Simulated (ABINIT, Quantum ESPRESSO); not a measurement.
This is a calculation of Co for Quantum ESPRESSO 7.5. 

pw.in

```
&CONTROL
  calculation = 'scf'
  prefix = 'pwscf'
  outdir = './tmp'
  pseudo_dir = './pseudo'
  tprnfor = .true.
  tstress = .true.
  disk_io = 'low'
/
&SYSTEM
  ibrav = 0
  celldm(1) = 8
  nat = 4
  ntyp = 1
  ecutwfc = 56
  ecutrho = 448
  nbnd = 48
  occupations = 'smearing'
  smearing = 'fd'
  degauss = 0.00367493
  nspin = 2
  starting_magnetization(1) = 0.1176
/
&ELECTRONS
  conv_thr = 8d-10
  electron_maxstep = 120
  mixing_beta = 0.3
/
ATOMIC_SPECIES
Co    58.9332 co_pbesol_v1.2.uspp.F.UPF
CELL_PARAMETERS alat
  0.5835856424836   0.0000000000000   0.0000000000000
 -0.2917928212536   0.5053999916798   0.0000000000000
  0.0000000000000   0.0000000000000   1.9105683392426
ATOMIC_POSITIONS crystal
Co     0.6666666667    0.3333333333    0.7500000000
Co     0.0000000000    0.0000000000    0.5000000000
Co     0.3333333333    0.6666666667    0.2500000000
Co     0.0000000000    0.0000000000    0.0000000000
K_POINTS automatic
12 12 4 0 0 0
```

The input pp_density.in:

```
&INPUTPP
  prefix = 'pwscf'
  outdir = './tmp'
  filplot = 'density.dat'
  plot_num = 0
/
&PLOT
  nfile = 1
  filepp(1) = 'density.dat'
  iflag = 3
  output_format = 6
  fileout = 'density.cube'
/
```

The input pp_potential.in:

```
&INPUTPP
  prefix = 'pwscf'
  outdir = './tmp'
  filplot = 'potential.dat'
  plot_num = 11
/
&PLOT
  nfile = 1
  filepp(1) = 'potential.dat'
  iflag = 3
  output_format = 6
  fileout = 'potential.cube'
/
```

Contents of pp_spin.in:

```
&INPUTPP
  prefix = 'pwscf'
  outdir = './tmp'
  filplot = 'spin.dat'
  plot_num = 6
/
&PLOT
  nfile = 1
  filepp(1) = 'spin.dat'
  iflag = 3
  output_format = 6
  fileout = 'spin.cube'
/
```

Potentials or basis: GBRV 1.5 PBEsol.

Command:

```bash
$ OMP_NUM_THREADS=1 mpirun -n 2 pw.x -nk 2 -in pw.in > pw.out
$ OMP_NUM_THREADS=1 mpirun -n 1 pp.x -in pp_density.in > pp_density.out
$ OMP_NUM_THREADS=1 mpirun -n 1 pp.x -in pp_potential.in > pp_potential.out
$ OMP_NUM_THREADS=1 mpirun -n 1 pp.x -in pp_spin.in > pp_spin.out
```

**Question.** Translate it to ABINIT 10.8.3 (patched build). Potentials or basis there: JTH PAW PBE v2.0, cutoff 707 eV.

**Answer.** As run (cutoffs and basis follow the program's own potentials, and thresholds, step limits or extra output files can differ):

Contents of run.abi:

```
# Pseudopotentials
pp_dirpath "./"
pseudos "Co.GGA_PBE-JTH.xml"

# Structure
acell 2.4705617809 2.4705617809 8.0882338 Angstrom
rprim
     1.0000000000     0.0000000000     0.0000000000
    -0.5000000000     0.8660254038     0.0000000000
     0.0000000000     0.0000000000     1.0000000000
ntypat 1
znucl 27
natom 4
typat 1 1 1 1
xcart
     2.3343425701     1.3477333110    11.4634100355
     0.0000000000     0.0000000000     7.6422733570
    -0.0000000003     2.6954666224     3.8211366785
     0.0000000000     0.0000000000     0.0000000000

# Plane-wave basis
ecut 26.0
pawecutdg 48.0
pawxcdev 0

# k points
kptopt 1
ngkpt 12 12 4
nshiftk 1
shiftk 0.0 0.0 0.0

# Exchange and correlation
ixc -116133

# Bands and occupations
nband 43
occopt 3
tsmear 0.05 eV

# Spin
nsppol 2
spinat
     0.0000000000     0.0000000000     2.0000000000
     0.0000000000     0.0000000000     2.0000000000
     0.0000000000     0.0000000000     2.0000000000
     0.0000000000     0.0000000000     2.0000000000

# SCF cycle
nstep 100
tolvrs 1.0e-9

# Output
iomode 3
prtwf 0
prteig 0
prtebands 0
enunit 2
prtden 1
prtvha 1
prtvclmb 1
prtpot 1
```

Potentials or basis: JTH PAW PBE v2.0.

Run with:

```bash
$ mpirun --bind-to none -np 4 abinit run.abi > log 2>&1
```

Both were run:

|  | Quantum ESPRESSO | ABINIT |
| --- | --- | --- |
| Pressure | -5.5 GPa | -4.8 GPa |
| Net moment | 6.74 μB per cell | 6.59 μB per cell |
| Valence electrons inside the program's atomic spheres | Co 15.58, 15.59 | Co 15.55, 15.56 (radii [1.1161] Å) |

ABINIT's potentials were made for PBE.

The magnetic state is the one that the start led to; the real crystal's order can differ.

Pressure is positive in compression.
